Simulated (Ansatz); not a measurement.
The system is CuAu3.

```xyz
4
Lattice="3.9800 0.0000 0.0000 0.0000 3.9800 0.0000 0.0000 0.0000 3.9800" Properties=species:S:1:pos:R:3 pbc="T T T"
Au    1.9900    1.9900    0.0000
Au    1.9900    0.0000    1.9900
Au    0.0000    1.9900    1.9900
Cu    0.0000    0.0000    0.0000
```

* Program: Ansatz 0.2.0
* Task: single point
* Functional: PBEsol
* Potentials or basis: all-electron LAPW, scalar-relativistic
* Cutoff: 263 eV (chosen from the basis error)
* Basis error allowed: 0.001 eV/atom
* k mesh: 7 × 7 × 7
* Occupations: fermi-dirac, width 0.05 eV
* Spin: no spin polarisation

On this cell: pressure -1.0 GPa; largest force zero by symmetry; band gap on the k mesh none (metal or under the smearing width).

The same run follows on a disturbed copy (atoms moved at random, drawn with an rms of 0.05 Å):

```
Au Cu
1.0
     3.98000    0.00000    0.00000
     0.00000    3.98000    0.00000
     0.00000    0.00000    3.98000
Au Cu
3 1
Direct
  0.52201 0.49983 0.99671
  0.49135 0.99340 0.49211
  0.00488 0.49655 0.48390
  0.00104 0.00460 0.00834
```

What changes?

The energy (extrapolated to zero smearing) moves by +11.3 meV/atom; pressure -0.4 GPa; largest force 0.626 eV/Å; band gap on the k mesh none (metal or under the smearing width).

Forces in eV/Å, atoms in the order of the input:
```
Au  -0.425 -0.093 -0.449
Au   0.247  0.194  0.274
Au   0.103 -0.024  0.465
Cu   0.075 -0.077 -0.289
```

Stress tensor (GPa, compression positive):
```
-0.39 -0.11  0.44
-0.11 -0.39  0.13
 0.44  0.13 -0.38
```
